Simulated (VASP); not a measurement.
Set up this calculation in VASP 6.6.1, as the native input.

- Task: single point
- Functional: LDA
- Potentials or basis: VASP PAW LDA potentials, release 64 (Nb_sv, H)
- Cutoff: 520 eV
- k mesh: 8 × 8 × 8
- Occupations: gaussian, width 0.1 eV
- Spin: no spin polarisation
- Dipole correction: no
- Further INCAR settings: ALGO = Fast; EDIFF = 1e-06; NBANDS = 14

The structure of NbH lies in POSCAR:

```
NbH
1.0
   -1.6069640000      1.6069640000      1.9843010000
    1.6069640000     -1.6069640000      1.9843010000
    1.6069640000      1.6069640000     -1.9843010000
Nb H
1 1
Direct
    0.0000000000      0.0000000000      0.0000000000
    0.5000000000      0.5000000000      0.0000000000
```

The cell comes from a database or a generator and needn't be the stable form of this composition.

These files were run (other wordings do the same):

INCAR

```
PREC = Accurate ; ENCUT = 520
EDIFF = 1E-6 ; ISMEAR = 0
SIGMA = 0.1 ; LREAL = F
LASPH = T ; NELM = 100
ALGO = Fast ; ISIF = 2
LWAVE = F ; LCHARG = F
NBANDS = 14
```

KPOINTS

```
Automatic mesh
0
Gamma
  8 8 8
```

Potentials or basis: VASP PAW LDA potentials, release 64 (Nb_sv, H).

Run with:

```bash
$ cat potpaw_LDA.64/Nb_sv/POTCAR potpaw_LDA.64/H/POTCAR > POTCAR
$ mpirun -np 1 vasp_std > vasp.out
```

Results of the run:

```yaml
Pressure: -11.1 GPa
Band_gap_on_the_k_mesh: none (metal or under the smearing width)
```

It took 18 s on 1 thread of AMD EPYC 9R45 (Zen 5) (shared host), peak memory 0.1 GiB.
